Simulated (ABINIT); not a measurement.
**KF (Carobbiite): G0W0 with ABINIT, start to end**

Aim: the G0W0 gap of KF (Carobbiite) on LDA, step by step.

Calculated with ABINIT 10.8.3; LDA and many-body steps on it, plane waves.

Report form: the programs' logs are mostly left out.

### Step 1. Starting point

Symmetry: Fm-3m, No. 225, cubic system. Conventional cell: a = 5.344 Å, b = 5.344 Å, c = 5.344 Å, α = 90.00°, β = 90.00°, γ = 90.00°. Nearest to K lie 6 F at 2.67 Å. Nearest to F lie 6 K at 2.67 Å. Farther neighbours and most contacts between anions are not listed.

The cell and positions come from the Crystallography Open Database and are kept as given unless a step says otherwise.

### Step 2. Ground state

This step: ABINIT 10.8.3; DFT, LDA, plane waves, norm-conserving pseudopotentials.

The ground-state density comes first.

Input file run.abi:

```
acell 3*1.0 Angstrom
rprim 
  -0.000000000000 2.671850000000 2.671850000000
  2.671850000000 -0.000000000000 2.671850000000
  2.671850000000 2.671850000000 0.000000000000
ntypat 2
znucl 19 9
natom 2
typat 1 2
xred 
  0.000000000000 0.000000000000 0.000000000000
  0.500000000000 0.500000000000 0.500000000000
pp_dirpath "pseudos"
pseudos "K.upf, F.upf"
ecut 36
ngkpt 6 6 6
nshiftk 1
shiftk 0 0 0
kptopt 1
chksymbreak 0
nband 13
occopt 1
tolvrs 1e-10
nstep 60
prtwf 0
optforces 0
optstress 0
indata_prefix "in"
outdata_prefix "out"
tmpdata_prefix "tmp"
```

On the command line:

```
> OMP_NUM_THREADS=1 mpirun -n 4 abinit run.abi > log
```

The job ended after 7.1 s (4 MPI ranks of Arm Neoverse V1, shared host; peak memory 0.28 GiB).

Numbers from this step:

```yaml
total_energy: -1486.1318 eV
gap: 5.822 eV
k_of_the_valence_top: 0, 0, 0
k_of_the_conduction_bottom: 0, 0, 0
least_direct_gap: 5.822 eV
```

The gap is direct, at Γ.

### Step 3. Bands along the symmetry lines

Levels along a band path, at the cheap level, show where the edges lie and whether the meshes to come will hold them.

Input file run.abi:

```
acell 3*1.0 Angstrom
rprim 
  -0.000000000000 2.671850000000 2.671850000000
  2.671850000000 -0.000000000000 2.671850000000
  2.671850000000 2.671850000000 0.000000000000
ntypat 2
znucl 19 9
natom 2
typat 1 2
xred 
  0.000000000000 0.000000000000 0.000000000000
  0.500000000000 0.500000000000 0.500000000000
pp_dirpath "pseudos"
pseudos "K.upf, F.upf"
ecut 36
iscf -2
irdden 1
kptopt 0
nkpt 50
kpt 
  0.00000000 0.00000000 0.00000000
  0.06250000 0.00000000 0.06250000
  0.12500000 0.00000000 0.12500000
  0.18750000 0.00000000 0.18750000
  0.25000000 0.00000000 0.25000000
  0.31250000 0.00000000 0.31250000
  0.37500000 0.00000000 0.37500000
  0.43750000 0.00000000 0.43750000
  0.50000000 0.00000000 0.50000000
  0.51562500 0.03125000 0.51562500
  0.53125000 0.06250000 0.53125000
  0.54687500 0.09375000 0.54687500
  0.56250000 0.12500000 0.56250000
  0.57812500 0.15625000 0.57812500
  0.59375000 0.18750000 0.59375000
  0.60937500 0.21875000 0.60937500
  0.62500000 0.25000000 0.62500000
  0.37500000 0.37500000 0.75000000
  0.32812500 0.32812500 0.65625000
  0.28125000 0.28125000 0.56250000
  0.23437500 0.23437500 0.46875000
  0.18750000 0.18750000 0.37500000
  0.14062500 0.14062500 0.28125000
  0.09375000 0.09375000 0.18750000
  0.04687500 0.04687500 0.09375000
  0.00000000 0.00000000 0.00000000
  0.06250000 0.06250000 0.06250000
  0.12500000 0.12500000 0.12500000
  0.18750000 0.18750000 0.18750000
  0.25000000 0.25000000 0.25000000
  0.31250000 0.31250000 0.31250000
  0.37500000 0.37500000 0.37500000
  0.43750000 0.43750000 0.43750000
  0.50000000 0.50000000 0.50000000
  0.50000000 0.46875000 0.53125000
  0.50000000 0.43750000 0.56250000
  0.50000000 0.40625000 0.59375000
  0.50000000 0.37500000 0.62500000
  0.50000000 0.34375000 0.65625000
  0.50000000 0.31250000 0.68750000
  0.50000000 0.28125000 0.71875000
  0.50000000 0.25000000 0.75000000
  0.50000000 0.21875000 0.71875000
  0.50000000 0.18750000 0.68750000
  0.50000000 0.15625000 0.65625000
  0.50000000 0.12500000 0.62500000
  0.50000000 0.09375000 0.59375000
  0.50000000 0.06250000 0.56250000
  0.50000000 0.03125000 0.53125000
  0.50000000 0.00000000 0.50000000
istwfk *1
nband 15
nbdbuf 2
tolwfr 1e-08
nstep 40
prtwf 0
prtvol 0
indata_prefix "in"
outdata_prefix "out"
tmpdata_prefix "tmp"
```

The job ended after 11 s (4 MPI ranks; peak memory 0.27 GiB; 43 s of CPU time).

Numbers from this step:

```yaml
gap: 5.822 eV
k_of_the_valence_top: 0, 0, 0
k_of_the_conduction_bottom: 0, 0, 0
least_direct_gap: 5.822 eV
```

The gap is 5.822 eV, as in the run before at this level.

Electronic bands along the path, in eV, zero at the top of the highest filled band; v1 is the highest filled band, c1 the lowest empty one:

```tsv
point	v4	v3	v2	v1	c1	c2	c3	c4
Γ	-9.09	0.00	0.00	0.00	5.82	10.54	10.54	10.54
halfway	-9.20	-0.51	-0.05	-0.05	7.65	8.94	12.02	12.02
X	-9.32	-0.21	-0.05	-0.05	7.94	10.14	11.40	13.51
halfway	-9.30	-0.21	-0.14	-0.10	8.16	10.38	11.06	13.51
U	-9.25	-0.35	-0.20	-0.19	8.69	10.43	10.93	13.48
jump to K	-9.25	-0.35	-0.20	-0.19	8.69	10.43	10.93	13.48
halfway	-9.09	-0.57	-0.29	-0.09	7.89	9.60	11.53	11.61
Γ	-9.09	0.00	0.00	0.00	5.82	10.54	10.54	10.54
halfway	-9.11	-0.46	-0.18	-0.18	7.35	9.87	11.29	11.29
L	-9.13	-0.84	-0.36	-0.36	8.80	10.24	11.96	11.96
halfway	-9.16	-0.60	-0.29	-0.26	9.13	9.80	11.55	12.61
W	-9.18	-0.42	-0.16	-0.16	9.47	9.47	11.08	13.22
halfway	-9.25	-0.24	-0.20	-0.09	8.38	10.57	10.73	13.46
X	-9.32	-0.21	-0.05	-0.05	7.94	10.14	11.40	13.51
```

### Step 4. Empty states on the mesh, 4×4×4 mesh, 33 bands

The sums over transitions need many empty states on a uniform mesh; this step solves for them.

Input file run.abi:

```
acell 3*1.0 Angstrom
rprim 
  -0.000000000000 2.671850000000 2.671850000000
  2.671850000000 -0.000000000000 2.671850000000
  2.671850000000 2.671850000000 0.000000000000
ntypat 2
znucl 19 9
natom 2
typat 1 2
xred 
  0.000000000000 0.000000000000 0.000000000000
  0.500000000000 0.500000000000 0.500000000000
pp_dirpath "pseudos"
pseudos "K.upf, F.upf"
ecut 36
ngkpt 4 4 4
nshiftk 1
shiftk 0 0 0
kptopt 1
chksymbreak 0
iscf -2
irdden 1
istwfk *1
nband 33
nbdbuf 4
tolwfr 1e-09
nstep 60
prtvol 0
indata_prefix "in"
outdata_prefix "out"
tmpdata_prefix "tmp"
```

Run time: 5 s. Hardware: 4 MPI ranks; peak memory 0.25 GiB; 20 s of CPU time.

This step gave:

```
gap                                                           : 5.822 eV
k of the valence top                                          : 0, 0, 0
k of the conduction bottom                                    : 0, 0, 0
least direct gap                                              : 5.822 eV
k points computed                                             : 8
lowest point of the top converged band, above the valence top : 33.40 eV
```

On this mesh the gap is 5.822 eV.

### Step 5. Screening, 4×4×4 mesh, 29 bands, screening to 87.1 eV

The RPA dielectric matrix is built and inverted for each q.

This step: RPA screening on LDA, plane waves, norm-conserving pseudopotentials.

Changes to run.abi since step 4:

```diff
@@ -20,10 +20,11 @@
 chksymbreak 0
-iscf -2
-irdden 1
 istwfk *1
-nband 33
-nbdbuf 4
-tolwfr 1e-09
-nstep 60
-prtvol 0
+occopt 1
+irdwfk 1
+optdriver 3
+nband 29
+ecuteps 3.2
+inclvkb 2
+awtr 1
+symchi 1
 indata_prefix "in"
```

It took 4.4 s on 4 MPI ranks; peak memory 0.42 GiB; 17 s of CPU time.

Numbers from this step:

| Quantity | Value |
| --- | --- |
| ε∞ with local fields, on this mesh, along the program's q direction | 1.939 |
| the same without local fields | 2.129 |
| plasma frequency | 24.05 eV |
| plane waves in the screening matrix | 65 |

Local fields lower ε∞ by 9 %. On a Γ-centred mesh this coarse the value itself is usually too large, while a short band sum pulls it down.

### Step 6. Self-energy, 4×4×4 mesh, 29 bands, screening to 87.1 eV

The self-energy is evaluated for the states that the input lists, and the levels follow from it, in one-shot runs by the linearised quasiparticle equation.

This step: G0W0 on LDA, plane waves, norm-conserving pseudopotentials.

Changes to run.abi since step 5:

```diff
@@ -23,8 +23,15 @@
 irdwfk 1
-optdriver 3
+optdriver 4
 nband 29
+gwcalctyp 0
+ecutsigx 36
+symsigma 1
+nkptgw 1
+kptgw 
+  0.0000000000 0.0000000000 0.0000000000
+bdgw 
+  6 12
 ecuteps 3.2
-inclvkb 2
-awtr 1
-symchi 1
+irdscr 1
+ppmodel 1
 indata_prefix "in"
```

The job ended after 2.7 s (4 MPI ranks; peak memory 0.14 GiB).

Numbers from this step:

- G0W0 gap on the points computed: 10.02 eV
- starting gap on the mesh: 5.822 eV
- k of the valence top: 0, 0, 0
- k of the conduction bottom: 0, 0, 0
- Z at the valence top: 0.81
- Z at the conduction bottom: 0.899
- least direct G0W0 gap on the computed points: 10.02 eV

The gap on the mesh goes from 5.82 eV to 10.02 eV, a correction of +4.20 eV.

Limits: finite bands, cutoff and mesh; coarse k mesh. v1 is the top filled band, c1 the lowest empty one. Levels before and after the correction, in eV, zero at the valence-band top of each column:

```tsv
	conduction bottom	valence top
Kohn-Sham	5.82	0.00
G0W0	10.02	0.00
```

```tsv
	level	energy (eV)
Kohn-Sham	Γ v3-v1	0.000
Kohn-Sham	Γ c1	5.822
Kohn-Sham	Γ c2-c4	10.544
G0W0	Γ v3-v1	0.000
G0W0	Γ c1	10.024
G0W0	Γ c2-c4	16.168
```

### Step 7. Where the time went

Times are wall times on 4 MPI ranks of Arm Neoverse V1, shared host, good to a factor of about two.

```tsv
step	time	share	memory (GiB)
ground state	7.1 s	24 %	0.28
bands along the symmetry lines	11 s	36 %	0.27
empty states on the mesh	5 s	17 %	0.25
screening	4.4 s	15 %	0.42
self-energy	2.7 s	9 %	0.14
```

### Step 8. Outcome

| Item | Value |
| --- | --- |
| LDA gap | 5.82 eV, direct |
| G0W0 gap on the mesh | 10.02 eV |
| GW settings | 4×4×4 mesh, 29 bands, screening to 87.1 eV, Godby-Needs plasmon pole |
| known limits | not at the basis limit; coarse k mesh |

What this shows: G0W0 moves the gap on the mesh from 5.82 eV to 10.02 eV (+4.20 eV), with Z of 0.81 and 0.90 at the edges. Local fields lower the RPA ε∞ on this mesh from 2.13 to 1.94; a Γ-centred mesh this coarse tends to raise both, most where the direct gap is narrow, while a short band sum lowers them. Only 1 of the mesh's irreducible points was corrected, so a valley elsewhere could overtake. The dearest step here is «bands along the symmetry lines». Bands and cutoff are finite, so the gap is not at the basis limit. The miss can reach some tenths of an eV and take either sign; the mesh is an error of its own. In the G0W0 run levels were corrected at 1 k point alone, so a gap called «on the mesh» is the least over those, and an edge elsewhere would be missed. The 4×4×4 mesh is coarse for this cell, which bears on the long-range parts of exchange and screening.

[Paths, hosts, dates, memory and timing lines, banners, echoed tables and standing remarks are left out of the program output.]

[Logs are printed without paths, hosts, clocks, repeated set-up lines and the standing remarks that a program may print on its own settings, such as how far it seeks lower states.]

[Runs of the session that timed out or met a known fault of the program may be left out.]

[Hosts, paths, dates, database ids (printed as entryN), source tags and the programs' standing remarks are cut or masked in the printed files.]

[G0W0 gaps are taken among the corrected bands and points alone; a level outside them can change the order at an edge.]

[Where Ansatz stands beside ABINIT at settings called matched, ABINIT's density can come from a denser mesh and the files from another edition; pairs whose starting gaps differed by over 0.03 eV were left out, so agreement reads better than it is.]
